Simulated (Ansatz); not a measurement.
**WC: molecular dynamics**

The plan is to heat the crystal hard, then run on and watch the hot state. Runs: 180 steps of 1.12 fs under a Langevin thermostat at 2800 K; 200 steps of 1 fs under a Langevin thermostat and barostat at 1960 K and 10 GPa. The start is the crystal (P-6m2), its volume scaled by 1.15.

Method: DFT PBE, plane waves, PAW, scalar-relativistic, no spin polarisation, in Ansatz 0.2.0.

### 1 The system as given

The cell holds 16 atoms (C8W8): a = 6.073 Å, b = 5.260 Å, c = 5.927 Å, α = 90.00°, β = 90.00°, γ = 90.00°.

Structure file:

```xyz
16
Lattice="-3.0366 -5.2596 0.0000 4.5549 -2.6298 0.0000 0.0000 0.0000 5.9274" Properties=species:S:1:pos:R:3 pbc="T T T"
W     0.0000   -5.2596    0.0000
C     1.5183   -4.3830    1.4819
W     0.0000   -5.2596    2.9637
C     1.5183   -4.3830    4.4456
W    -1.5183   -2.6298    0.0000
C     0.0000   -1.7532    1.4819
W    -1.5183   -2.6298    2.9637
C     0.0000   -1.7532    4.4456
W     1.5183   -2.6298    0.0000
C     3.0366   -1.7532    1.4819
W     1.5183   -2.6298    2.9637
C     3.0366   -1.7532    4.4456
W     0.0000    0.0000    0.0000
C    -1.5183   -4.3830    1.4819
W     0.0000    0.0000    2.9637
C    -1.5183   -4.3830    4.4456
```

### 2 Run 1

180 steps of 1.12 fs under a Langevin thermostat at 2800 K.

File input.yaml:

```yaml
accuracy: low
crystal:
  lattice:
    - [-3.036623, -5.259586, 0.0]
    - [4.554935, -2.629793, 0.0]
    - [0.0, 0.0, 5.927408]
  atoms:
    - { symbol: W, position: [0.75, 0.5, 0.0] }
    - { symbol: C, position: [0.5, 0.6666667, 0.25] }
    - { symbol: W, position: [0.75, 0.5, 0.5] }
    - { symbol: C, position: [0.5, 0.6666667, 0.75] }
    - { symbol: W, position: [0.5, 0.0, 0.0] }
    - { symbol: C, position: [0.25, 0.1666667, 0.25] }
    - { symbol: W, position: [0.5, 0.0, 0.5] }
    - { symbol: C, position: [0.25, 0.1666667, 0.75] }
    - { symbol: W, position: [0.25, 0.5, 0.0] }
    - { symbol: C, position: [0.0, 0.6666667, 0.25] }
    - { symbol: W, position: [0.25, 0.5, 0.5] }
    - { symbol: C, position: [0.0, 0.6666667, 0.75] }
    - { symbol: W, position: [0.0, 0.0, 0.0] }
    - { symbol: C, position: [0.75, 0.1666667, 0.25] }
    - { symbol: W, position: [0.0, 0.0, 0.5] }
    - { symbol: C, position: [0.75, 0.1666667, 0.75] }
basis:
  ecutwfc: 420.0
kpoints:
  mp_grid: { grid: [2, 2, 2] }
hamiltonian:
  xc: pbe
  pseudopotentials: { kind: paw, azcp: { folder: soft_1 } }
scf:
  occupations: { method: fermi_dirac, width: 0.24 }
  lower_state_search: "off"
md:
  timestep: 1.12
  n_steps: 180
  ensemble: nvt_langevin
  temperature: 2800.0
  initial_velocities: maxwell_boltzmann
  seed: 681101
  friction: 0.02
```

Started as:

```
ansatz run input.yaml --threads 1 --pin off --max-ram 3072MiB --backend cpu --events-out ev --progress --plain --runs-dir out
```

Standard output, cut to the lines that bear on the results:

```text
Warning: md: disabling space-group detection — thermal motion breaks the input geometry's symmetry, so no spatial operation reduces the k-mesh or symmetrises the density; time reversal is kept, so that k and −k are solved as one point where they differ and the mesh holds both, and exact [...]
Warning: RAYON_NUM_THREADS=1 ignored (pool sized by the plan → 1); use --threads N
band count auto-derived: 95 (N_el = 144.0; filled up to band 72; 88 by the electrons, moments and atoms)
[...]
Pseudopotentials: kind: paw
Pseudopotential: W, paw, valence charge 14, recommended cutoff 420 eV (normal), <dir>
Pseudopotential: C, paw, valence charge 4, recommended cutoff 420 eV (normal), <dir>
Functional definition: PBE
[...]
Crystal: 16 atoms, lattice volume = 189.338 Å³
Basis set: ecut = 420 eV, 3703 PW (Γ), exchange–correlation on 90×72×80 points (8 copies of the dense FFT grid, shifted against one another)
Bands: 95, of which v1, the nominal top of the filled ones, is band 72 counted from 1 (71 counted from 0)
Symmetry: 1 space group operations
k-points: 8
[...]
SCF iter   1: F=—  HF=-85104.602343 eV  |F-HF|=—  |Δ(HF+E_count)|=         —  Δρ=1.25e-1  dr2=4.42e1  ethr=3.10e-3  ⟨swp⟩=4.8  Hψ=2763  notcnv=0
[...]
md step     0: t =     0.00 fs  T =  2625.0 K  F+E_penalty+E_count = -85094.45880862 eV  E_kin = 5.428920 eV  (9 SCF iters)
[...]
md step     8: t =     8.96 fs  T =  1895.1 K  F+E_penalty+E_count = -85093.05054283 eV  E_kin = 3.919271 eV  (5 SCF iters)
[...]
md step    16: t =    17.92 fs  T =  1342.5 K  F+E_penalty+E_count = -85092.07576730 eV  E_kin = 2.776511 eV  (6 SCF iters)
[...]
md step    24: t =    26.88 fs  T =  1194.8 K  F+E_penalty+E_count = -85092.12846742 eV  E_kin = 2.470942 eV  (6 SCF iters)
[...]
md step    32: t =    35.84 fs  T =  1535.3 K  F+E_penalty+E_count = -85091.35156002 eV  E_kin = 3.175312 eV  (6 SCF iters)
md step    33: t =    36.96 fs  T =  1380.4 K  F+E_penalty+E_count = -85091.21005858 eV  E_kin = 2.854976 eV  (5 SCF iters)
```

### 3 The output, continued: dynamics from the start

Output, continued, cut to the lines that bear on the results:

```text
md step    34: t =    38.08 fs  T =  1278.6 K  F+E_penalty+E_count = -85091.09684216 eV  E_kin = 2.644346 eV  (5 SCF iters)
[...]
md step    58: t =    64.96 fs  T =  2781.9 K  F+E_penalty+E_count = -85090.33101219 eV  E_kin = 5.753468 eV  (5 SCF iters)
[...]
md step    82: t =    91.84 fs  T =  2277.9 K  F+E_penalty+E_count = -85089.45552928 eV  E_kin = 4.711047 eV  (6 SCF iters)
[...]
md step   106: t =   118.72 fs  T =  2358.9 K  F+E_penalty+E_count = -85089.95795261 eV  E_kin = 4.878656 eV  (5 SCF iters)
[...]
md step   179: t =   200.48 fs  T =  1908.0 K  F+E_penalty+E_count = -85089.61169809 eV  E_kin = 3.945982 eV  (5 SCF iters)
[...]
md step   180: t =   201.60 fs  T =  1809.5 K  F+E_penalty+E_count = -85089.45448127 eV  E_kin = 3.742250 eV  (6 SCF iters)
SCF converged after 6 iterations
Free energy (F): -85089.454481 eV
[...]
E sigma→0 (E₀):  -85088.966480 eV
Entropy (-TS):   -0.976002 eV (-61.000 meV/atom)
Fermi energy:    17.994080 eV
[...]
--- Forces (eV/Å), atoms counted from 1 ---
  atom   1  W      3.08874516    -2.49891937     0.78590741
  atom   2  C     -1.96696453     2.01155267     1.54128530
  atom   3  W      0.10582088     0.50461729     0.00064294
  atom   4  C      0.86421834     1.00724374    -2.07686736
  atom   5  W     -2.36951539    -1.62805548     1.47052196
  atom   6  C     -1.12305457    -2.09500493    -0.15308209
  atom   7  W      1.47280271    -0.92616104     1.83853500
  atom   8  C      0.49636814     2.66623714    -2.25072992
[...]
--- MD trajectory: 180 steps, t = 0.0 → 201.6 fs ---
  final state: T = 1809.5 K   F+E_penalty+E_count = -85089.45448127 eV   E_kin = 3.742250 eV
```

It took 20 min on 1 thread of Arm Neoverse V1, shared host; peak memory 0.58 GiB.

### 4 The trajectory

One step in 13; energies are changes from step 0; msd is the mean square displacement from the start, the centre of mass held:

```
time (fs)  T (K)  potential energy change (meV/atom)  msd C (Å²)  msd W (Å²)
      0.0   2625                                 0.0       0.000       0.000
     14.6   1351                               143.1       0.042       0.007
     29.1   1373                               148.9       0.036       0.017
     43.7   1214                               245.4       0.071       0.022
     58.2   2449                               223.7       0.057       0.027
     72.8   2095                               324.3       0.084       0.033
     87.4   2195                               335.6       0.076       0.039
    101.9   2359                               311.5       0.056       0.041
    116.5   2762                               269.5       0.049       0.038
    131.0   1935                               353.1       0.081       0.038
    145.6   2189                               305.5       0.054       0.038
    160.2   2707                               320.0       0.064       0.034
    174.7   2732                               302.2       0.060       0.028
    189.3   2712                               224.6       0.045       0.022
    201.6   1809                               312.8       0.092       0.022
```

time (fs), T (K) and a bar:
```
      0.0       2625 #####################
      9.0       1895 ###########
     17.9       1343 ###
     25.8       1161 
     34.7       1680 ########
     43.7       1214 #
     52.6       1988 ############
     61.6       2817 ########################
     70.6       2407 ##################
     78.4       2365 #################
     87.4       2195 ###############
     96.3       2216 ###############
    105.3       1750 #########
    114.2       2788 ########################
    123.2       2213 ###############
    131.0       1935 ###########
    140.0       3137 #############################
    149.0       2292 ################
    157.9       3225 ##############################
    166.9       2884 #########################
    175.8       2570 ####################
    183.7       2732 #######################
    192.6       2594 #####################
    201.6       1809 #########
```

Pair distribution over the second half of the run:

| r (Å) | g W–C | g C–C |
| --- | --- | --- |
| 0.68 | 0.00 | 0.00 |
| 0.84 | 0.00 | 0.00 |
| 1.00 | 0.00 | 0.00 |
| 1.16 | 0.00 | 0.00 |
| 1.32 | 0.00 | 0.00 |
| 1.48 | 0.00 | 0.00 |
| 1.64 | 0.00 | 0.00 |
| 1.80 | 0.00 | 0.00 |
| 1.96 | 0.88 | 0.00 |
| 2.12 | 3.65 | 0.00 |
| 2.28 | 4.56 | 0.00 |
| 2.44 | 3.14 | 0.12 |

Maxima of the velocity power spectrum (cm⁻¹, relative height; resolution about 330 cm⁻¹): 250 (100).

### 5 Snapshots as a file

Extended XYZ, with forces in eV/Å:

```xyz
16
Lattice="-3.037 -5.260 0.000 4.555 -2.630 0.000 0.000 0.000 5.927" Properties=species:S:1:pos:R:3:forces:R:3 pbc="T T T" time_fs=33.6 T=1664 dE=2.7850
W    -0.047   -5.322   -0.009    0.404    0.563    0.287
C     1.327   -4.659    1.603    2.015    1.870   -1.229
W    -0.052   -5.372    3.022   -0.275    1.076   -0.998
C     1.381   -4.253    4.365    1.099   -1.701    1.679
W    -1.448   -2.532    0.029   -1.187   -1.117   -0.463
C    -0.064   -1.726    1.574    0.640   -0.433   -1.582
W    -1.427   -2.562    2.986   -1.511   -1.079    0.099
C     0.142   -1.598    4.303   -1.397   -0.679    1.078
W     1.442   -2.569   -0.009    0.720   -1.114   -0.819
C     3.092   -1.937    1.333   -2.119    1.336    1.245
W     1.487   -2.834    2.888    0.051    3.362    0.436
C     2.976   -1.743    4.445    0.597   -0.104    0.030
W     0.010    0.079   -0.004    0.591   -1.506   -1.547
C    -1.580   -4.470    1.478    1.120    0.919   -0.219
W    -0.003    0.170    2.857    0.467   -2.871    2.409
C    -1.414   -4.401    4.497   -1.213    1.479   -0.406
16
Lattice="-3.037 -5.260 0.000 4.555 -2.630 0.000 0.000 0.000 5.927" Properties=species:S:1:pos:R:3:forces:R:3 pbc="T T T" time_fs=67.2 T=2935 dE=4.6328
W     0.020   -5.252    0.009   -0.380   -0.724   -0.292
C     1.875   -4.577    1.309   -4.364    3.234    2.552
W    -0.106   -5.334    2.958    0.971    1.122    0.115
C     1.309   -4.351    4.486    1.170   -0.249   -0.814
W    -1.452   -2.661    0.028   -1.122   -2.376   -0.923
C     0.030   -2.054    1.334    0.714    2.114    2.537
W    -1.427   -2.539    3.109   -0.545   -2.701   -3.557
C    -0.220   -1.880    4.561    3.234    3.159   -0.380
W     1.419   -2.649   -0.023    2.496   -0.240   -0.908
C     3.078   -1.674    1.395    0.154   -1.247    0.549
W     1.644   -2.972    2.850   -1.848    3.569    0.810
C     3.000   -1.654    4.295   -0.892   -1.672    1.479
W    -0.035    0.110    0.000    0.789   -1.611   -0.230
C    -1.320   -4.403    1.506   -2.144   -0.117   -0.442
W    -0.080    0.094    2.991    1.156   -0.635   -0.744
C    -1.718   -4.234    4.405    0.610   -1.627    0.247
16
Lattice="-3.037 -5.260 0.000 4.555 -2.630 0.000 0.000 0.000 5.927" Properties=species:S:1:pos:R:3:forces:R:3 pbc="T T T" time_fs=100.8 T=2556 dE=4.8912
W     0.106   -5.185    0.049   -3.106   -3.071   -1.644
C     1.363   -4.429    1.389    2.180    0.884    2.783
W    -0.167   -5.189    2.956    1.978   -1.904    1.582
C     1.365   -4.487    4.364    1.117    0.941    0.978
W    -1.503   -2.756    0.214   -0.568    1.412   -1.245
C     0.049   -1.746    1.759   -0.389   -0.237   -1.671
W    -1.446   -2.505    3.169   -0.490   -2.169   -0.632
C    -0.082   -1.613    4.589   -0.190   -1.851    0.681
W     1.355   -2.776    0.118    2.148    3.425   -1.389
C     3.158   -1.661    1.403   -2.087   -0.219    2.209
W     1.772   -2.829    2.955   -4.044    2.958    0.887
C     2.992   -1.792    4.701   -0.655   -0.175   -2.089
W    -0.133    0.050    0.019    2.616   -1.505    0.969
C    -1.694   -4.275    1.884    1.191    0.931   -2.601
W    -0.097    0.085    3.017    1.263   -1.330    1.607
C    -1.496   -4.552    4.648   -0.964    1.910   -0.424
16
Lattice="-3.037 -5.260 0.000 4.555 -2.630 0.000 0.000 0.000 5.927" Properties=species:S:1:pos:R:3:forces:R:3 pbc="T T T" time_fs=134.4 T=2374 dE=5.2840
W    -0.032   -5.186   -0.124   -0.760   -1.307    2.603
C     1.567   -4.280    1.988   -0.538   -1.980   -5.229
W    -0.104   -5.132    3.038    0.429   -1.667   -0.366
C     1.501   -4.492    4.436   -0.932    0.954    2.448
W    -1.437   -2.713    0.415   -1.358    1.108   -3.711
C     0.125   -1.562    1.497   -1.177   -1.495    1.506
W    -1.585   -2.509    3.223    1.856   -3.172    0.336
C    -0.043   -2.055    4.703    0.333    2.019   -0.039
W     1.460   -2.717    0.279    0.204    0.626   -2.952
C     2.939   -1.744    1.571    1.183    0.995   -1.062
W     1.685   -2.646    3.016   -5.190    2.958    3.283
C     2.929   -1.687    4.254    1.823    0.456    3.602
W    -0.130    0.011    0.122    0.984    0.201   -0.374
C    -1.746   -4.401    1.617    1.400    0.578    0.409
W    -0.063    0.052    3.102    0.757   -0.553   -0.908
C    -1.697   -4.438    4.538    0.987    0.278    0.453
16
Lattice="-3.037 -5.260 0.000 4.555 -2.630 0.000 0.000 0.000 5.927" Properties=species:S:1:pos:R:3:forces:R:3 pbc="T T T" time_fs=168.0 T=2845 dE=4.8896
W    -0.212   -5.195    0.004    3.738   -0.385    2.748
C     1.317   -4.191    1.598    1.218   -2.040    1.305
W    -0.049   -5.264    3.171    0.354    1.381   -0.978
C     1.315   -4.163    4.650    0.988   -1.086   -0.929
W    -1.364   -2.666    0.368   -3.359    3.324   -3.300
C    -0.091   -1.826    1.782    0.841    1.079    0.209
W    -1.745   -2.615    3.188    2.005    1.037    0.349
C    -0.108   -1.414    4.677    0.707   -3.316    0.208
W     1.492   -2.554    0.308   -0.092   -0.255   -2.331
C     3.089   -1.572    1.579   -0.934   -1.442    1.005
W     1.647   -2.647    3.149   -2.553    1.479    0.936
C     3.176   -1.795    4.669   -1.890    0.987   -0.496
W    -0.012    0.003    0.342   -1.710    0.794   -3.218
C    -1.582   -4.373    1.418    0.549   -0.281    4.018
W    -0.044   -0.035    3.127    0.347    1.078    1.334
C    -1.510   -4.061    4.672   -0.207   -2.354   -0.861
16
Lattice="-3.037 -5.260 0.000 4.555 -2.630 0.000 0.000 0.000 5.927" Properties=species:S:1:pos:R:3:forces:R:3 pbc="T T T" time_fs=201.6 T=1809 dE=5.0043
W    -0.240   -5.135    0.263    3.089   -2.499    0.786
C     1.586   -4.647    1.617   -1.967    2.012    1.541
W    -0.072   -5.382    3.270    0.106    0.505    0.001
C     1.331   -4.540    4.869    0.864    1.007   -2.077
W    -1.484   -2.609    0.188   -2.369   -1.628    1.470
C     0.165   -1.590    1.697   -1.123   -2.095   -0.153
W    -1.708   -2.626    3.170    1.473   -0.926    1.839
C    -0.123   -2.102    4.736    0.496    2.666   -2.251
W     1.421   -2.477    0.182    0.941   -3.414    1.916
C     2.992   -2.033    1.677   -0.582    2.291    1.626
W     1.531   -2.731    3.266   -1.097    0.834   -1.064
C     2.889   -1.788    4.798    0.323    0.216   -1.258
W    -0.025    0.066    0.294   -1.826   -1.740   -0.608
C    -1.511   -4.353    2.083   -0.140   -0.729   -3.211
W    -0.108   -0.127    3.111    0.600    1.121    2.781
C    -1.745   -4.706    4.756    1.213    2.381   -1.338
```

On run 1: Against a set 2800 K the second half averages 2541 K with a spread of 365 K (in equilibrium 16 atoms would scatter by about 572 K, over a far longer run). Counted from the crystal's sites, with the common drift removed, the atoms stand 0.19 Å away over the last tenth of the run (root mean square), 8 % of the neighbour distance: under the 10 to 20 % at which crystals usually melt.

### 6 Run 2

200 steps of 1 fs under a Langevin thermostat and barostat at 1960 K and 10 GPa, starting from the last frame of an earlier run, with new velocities.

File input.yaml:

```yaml
accuracy: low
crystal:
  lattice:
    - [-3.036623, -5.259586, 0.0]
    - [4.554935, -2.629793, 0.0]
    - [0.0, 0.0, 5.927408]
  atoms:
    - { symbol: W, position: [0.75204213, 0.44862923, 0.04439511] }
    - { symbol: C, position: [0.53202026, 0.70288404, 0.27279126] }
    - { symbol: W, position: [0.77337832, 0.49973243, 0.55170208] }
    - { symbol: C, position: [0.53786192, 0.65073961, 0.82146849] }
    - { symbol: W, position: [0.4942036, 0.00358872, 0.03174432] }
    - { symbol: C, position: [0.21311226, 0.17824762, 0.2862967] }
    - { symbol: W, position: [0.5150727, -0.03152951, 0.53477734] }
    - { symbol: C, position: [0.30982388, 0.17949461, 0.79892375] }
    - { symbol: W, position: [0.23629574, 0.46940951, 0.03074623] }
    - { symbol: C, position: [0.04351287, 0.68594523, 0.28290869] }
    - { symbol: W, position: [0.26338933, 0.51164086, 0.55106109] }
    - { symbol: C, position: [0.01708764, 0.64571809, 0.80945595] }
    - { symbol: W, position: [-0.00738043, -0.01042512, 0.04962562] }
    - { symbol: C, position: [0.74504909, 0.16497618, 0.35145491] }
    - { symbol: W, position: [0.02699439, -0.00578962, 0.52484264] }
    - { symbol: C, position: [0.81471474, 0.16001877, 0.80235941] }
basis:
  ecutwfc: 420.0
kpoints:
  mp_grid: { grid: [2, 2, 2] }
hamiltonian:
  xc: pbe
  pseudopotentials: { kind: paw, azcp: { folder: soft_1 } }
scf:
  occupations: { method: fermi_dirac, width: 0.24 }
  lower_state_search: "off"
md:
  timestep: 1
  n_steps: 200
  ensemble: npt_langevin
  temperature: 1960.0
  initial_velocities: maxwell_boltzmann
  seed: 533332
  friction: 0.05
  pressure: 10.0
  fix_cell: []
```

Started as:

```
ansatz run input.yaml --threads 1 --pin off --max-ram 3072MiB --backend cpu --events-out ev --progress --plain --runs-dir out
```

Standard output, cut to the lines that bear on the results:

```text
Warning: md: disabling space-group detection — thermal motion breaks the input geometry's symmetry, so no spatial operation reduces the k-mesh or symmetrises the density; time reversal is kept, so that k and −k are solved as one point where they differ and the mesh holds both, and exact [...]
Warning: RAYON_NUM_THREADS=1 ignored (pool sized by the plan → 1); use --threads N
band count auto-derived: 94 (N_el = 144.0; filled up to band 72; 88 by the electrons, moments and atoms)
[...]
[... 4 set-up lines as earlier in the session ...]
[...]
Crystal: 16 atoms, lattice volume = 189.338 Å³
Basis set: ecut = 420 eV (smoothed over ±3.0 %; plane waves to 437.0 eV, density to 1747.9 eV), 3941 PW (Γ), exchange–correlation on 90×72×90 points (8 copies of the dense FFT grid, shifted against one another)
[...]
md step     0: t =     0.00 fs  T =  1837.5 K  F+E_penalty+E_count = -85089.45405139 eV  E_kin = 3.800244 eV  conserved = -85074.72190367 eV  P_inst = -18.2977 GPa  V = 189.3378 Å³  selection 1  (9 SCF iters)
[...]
md step     5: t =     5.00 fs  T =  1550.0 K  F+E_penalty+E_count = -85089.54216667 eV  E_kin = 3.205590 eV  conserved = -85074.71949366 eV  P_inst = -17.3795 GPa  V = 188.7562 Å³  selection 1  (5 SCF iters)
[...]
md step    10: t =    10.00 fs  T =  1194.9 K  F+E_penalty+E_count = -85090.44242163 eV  E_kin = 2.471190 eV  conserved = -85074.72002224 eV  P_inst = -18.9400 GPa  V = 187.9955 Å³  selection 1  (6 SCF iters)
[...]
md step    15: t =    15.00 fs  T =  1719.9 K  F+E_penalty+E_count = -85091.40515716 eV  E_kin = 3.557028 eV  conserved = -85074.72063192 eV  P_inst = -15.8771 GPa  V = 185.0219 Å³  selection 1  (6 SCF iters)
[...]
md step    18: t =    18.00 fs  T =  2757.4 K  F+E_penalty+E_count = -85091.66691968 eV  E_kin = 5.702762 eV  conserved = -85074.72269544 eV  P_inst = -11.9343 GPa  V = 183.1714 Å³  selection 1  (6 SCF iters)
md step    19: t =    19.00 fs  T =  2914.1 K  F+E_penalty+E_count = -85091.68604782 eV  E_kin = 6.026928 eV  conserved = -85074.72355747 eV  P_inst = -10.6591 GPa  V = 182.6263 Å³  selection 1  (5 SCF iters)
```

### 7 The log goes on: dynamics from the last frame of the run before

Output, continued, cut to the lines that bear on the results:

```text
md step    20: t =    20.00 fs  T =  2910.0 K  F+E_penalty+E_count = -85091.64928721 eV  E_kin = 6.018316 eV  conserved = -85074.72318387 eV  P_inst = -9.5094 GPa  V = 182.1313 Å³  selection 1  (7 SCF iters)
[...]
md step    31: t =    31.00 fs  T =  2633.5 K  F+E_penalty+E_count = -85090.39514695 eV  E_kin = 5.446424 eV  conserved = -85074.72073998 eV  P_inst = 5.5690 GPa  V = 175.8496 Å³  selection 1  (6 SCF iters)
[...]
md step    42: t =    42.00 fs  T =  2877.1 K  F+E_penalty+E_count = -85091.52935647 eV  E_kin = 5.950386 eV  conserved = -85074.72443659 eV  P_inst = 8.2957 GPa  V = 172.8487 Å³  selection 2  (6 SCF iters)
[...]
md step    53: t =    53.00 fs  T =  1734.8 K  F+E_penalty+E_count = -85091.84822994 eV  E_kin = 3.587884 eV  conserved = -85074.71821560 eV  P_inst = 7.0398 GPa  V = 171.9913 Å³  selection 2  (5 SCF iters)
[...]
  atom   6  C     -2.20832517    -1.92796818    -2.47603374
  atom   7  W      1.54517180    -0.16995522     0.75621878
  atom   8  C      0.78526730    -0.50757730    -0.74528955
[...]
--- Stress (GPa, compression-positive) ---
        9.068343       0.057797      -0.742428
        0.057797       3.598939      -3.545648
       -0.742428      -3.545648      -6.716232
  P = ⅓ Tr σ = 1.9837 GPa (19.837 kbar)
--- MD trajectory: 200 steps, t = 0.0 → 200.0 fs ---
  final state: T = 2157.8 K   F+E_penalty+E_count = -85093.29880658 eV   E_kin = 4.462623 eV
  conserved energy: peak-to-peak 8.436e-3 eV (5.273e-4 eV/atom) at the most on one of 3 selections of grids, which stood over 129.0 fs
  cell: V = 171.6837 Å³ at the end; means of 201 rows, the approach among them: V = 174.5727 Å³, P_inst = 2.3453 GPa
  mean static stress (GPa): xx 1.9999  yy -0.1634  zz -2.3307  yz -1.4899  xz 3.4321  xy -0.6005
  cell of the mean metric: 5.8994  5.1212  5.7840 Å, 90.896  89.629  89.829°
  the result is of one more SCF, on plane waves selected at the last cell: its energy does not rank with the rows'
```

It took 22 min on 1 thread of Arm Neoverse V1, shared host; peak memory 0.6 GiB.

[end of part 1 of 2]
